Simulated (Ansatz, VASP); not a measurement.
Two plane-wave programs on InSb

```xyz
2
Lattice="0.0000 3.0751 3.0751 3.0751 0.0000 3.0751 3.0751 3.0751 0.0000" Properties=species:S:1:pos:R:3 pbc="T T T"
In    0.0000    0.0000    0.0000
Sb    3.0751    3.0751    3.0751
```

Alike in both runs: functional PBE; k mesh 12 × 12 × 12; occupations gaussian, width 0.1 eV; no spin polarisation.

Ansatz relaxed the structure, and its values are those at the end. VASP's run is a single point on that final structure, the one shown.

```csv
,VASP,Ansatz
version,VASP 6.6.1,Ansatz 0.2.0
potentials or method,"VASP PAW PBE potentials, release 64 (In_d, Sb)","scalar-relativistic, plane waves, PAW"
plane-wave cutoff (eV),520,420
valence electrons in the cell,18,28
```

|  | VASP | Ansatz | Ansatz less VASP |
| --- | --- | --- | --- |
| gap on the k mesh at the Fermi level (eV) | none | none | - |
| pressure (GPa) | 0.0 | 0.0 | -0.02 |

A gap of «none» marks a metal or a gap that the smearing closes. The two sets of potentials don't hold the same shells in valence.

Spin-orbit coupling is left out, which matters for the levels of Sb.
